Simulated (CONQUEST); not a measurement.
GePt:

```
CELL_PARAMETERS angstrom
3.69700 0.00000 0.00000
0.00000 5.71900 0.00000
0.00000 0.00000 6.08400
ATOMIC_POSITIONS crystal
Pt 0.75000 0.00050 0.19080
Pt 0.25000 0.49950 0.69080
Pt 0.75000 0.50050 0.30920
Pt 0.25000 0.99950 0.80920
Ge 0.75000 0.81500 0.59000
Ge 0.25000 0.68500 0.09000
Ge 0.75000 0.31500 0.91000
Ge 0.25000 0.18500 0.41000
```

| Property | Result |
| --- | --- |
| Program | CONQUEST 1.3 |
| Task | single point |
| Functional | PBE |
| Potentials or basis | PseudoDojo NC PBE, DZP, grid cutoff 120 Ha |
| k mesh | 7 × 5 × 5 |
| Occupations | fermi-dirac, width 0.05 eV |
| Spin | no spin polarisation |

On this cell: pressure 12.1 GPa; largest force 0.214 eV/Å; band gap on the k mesh none (metal or under the smearing width).

The same run follows on a disturbed copy (atoms moved at random, drawn with an rms of 0.05 Å):

```xyz
8
Lattice="3.6970 0.0000 0.0000 0.0000 5.7190 0.0000 0.0000 0.0000 6.0840" Properties=species:S:1:pos:R:3 pbc="T T T"
Pt    2.7675    0.0363    1.1537
Pt    0.9248    2.8580    4.2609
Pt    2.7374    2.8479    1.8711
Pt    0.9188    0.0179    4.8834
Ge    2.7994    4.6504    3.5827
Ge    0.8817    3.9277    0.5515
Ge    2.7700    1.7506    5.5371
Ge    0.9502    1.0499    2.5097
```

Q: What does the disturbed cell give?

A: The energy (extrapolated to zero smearing) moves by +10.4 meV/atom; pressure 13.0 GPa; largest force 0.931 eV/Å; band gap on the k mesh none (metal or under the smearing width).

Forces in eV/Å, atoms in the order of the input:
```
Pt   0.168 -0.911  0.095
Pt  -0.004  0.248 -0.565
Pt   0.097  0.118  0.349
Pt   0.198 -0.201  0.492
Ge  -0.286 -0.166 -0.088
Ge   0.196  0.011 -0.051
Ge   0.012  0.692 -0.210
Ge  -0.350  0.209 -0.036
```

Stress tensor (GPa, compression positive):
```
12.57  0.11 -0.25
 0.11 13.52 -0.46
-0.25 -0.46 12.90
```

Caveats: the basis of atomic orbitals isn't converged, which shifts pressures, moduli and gaps.
